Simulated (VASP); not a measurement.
MnO: electron localisation function with LDA

The system is MnO.

```
Mn O
1.0
     0.00000    2.43651    2.43651
     2.43651    0.00000    2.43651
     2.43651    2.43651    0.00000
Mn O
1 1
Direct
  0.00000 0.00000 0.00000
  0.25000 0.25000 0.25000
```

Measurements of this composition are mostly on another form, of space group No. 225.

```json
{
 "Program": "VASP 6.6.1",
 "Task": "electron localisation function",
 "Functional": "LDA",
 "Potentials or basis": "VASP PAW LDA potentials, release 64 (Mn_pv, O)",
 "Cutoff": "520 eV",
 "k mesh": "9 × 9 × 9",
 "Occupations": "gaussian, width 0.02 eV",
 "Spin": "collinear spin, ferromagnetic start",
 "Starting moments": "[4.0, 0.0] μB",
 "Further INCAR settings": "ALGO = Normal; EDIFF = 1e-06"
}
```

```json
{"Pressure": "-13.2 GPa", "Band gap on the k mesh": "none (metal or under the smearing width)", "Net moment": "4.99 μB per cell", "Site moments": "Mn +4.39; O +0.20 μB", "Valence electrons inside the program's atomic spheres": "Mn 11.35; O 4.93"}
```

Levels at points of the mesh, in eV from the Fermi level:
Spin up:
| k point | band 8 | band 9 | band 10 | band 11 | band 12 | band 13 | band 14 | band 15 |
| --- | --- | --- | --- | --- | --- | --- | --- | --- |
| (0.00, 0.00, 0.00) | -2.56 | -2.56 | -1.35 | 0.04 | 0.04 | 0.04 | 11.57 | 11.57 |
Spin down:
| k point | band 5 | band 6 | band 7 | band 8 | band 9 | band 10 |
| --- | --- | --- | --- | --- | --- | --- |
| (0.00, 0.00, 0.00) | -4.40 | -4.40 | -4.40 | -0.28 | 1.25 | 1.25 |

Run time: 18 s on 1 thread of Intel(R) Xeon(R) 6975P-C (Granite Rapids), with other jobs on the host, peak memory 0.16 GiB.

Caveat: a cell with one magnetic atom can't hold antiferromagnetic order, which such compounds often take; semilocal functionals often make such compounds metallic where correlation or magnetic order opens a gap, which also shifts bond lengths. With open d or f shells a metallic result of LDA can be an artefact of self-interaction; +U or a hybrid may open a gap.
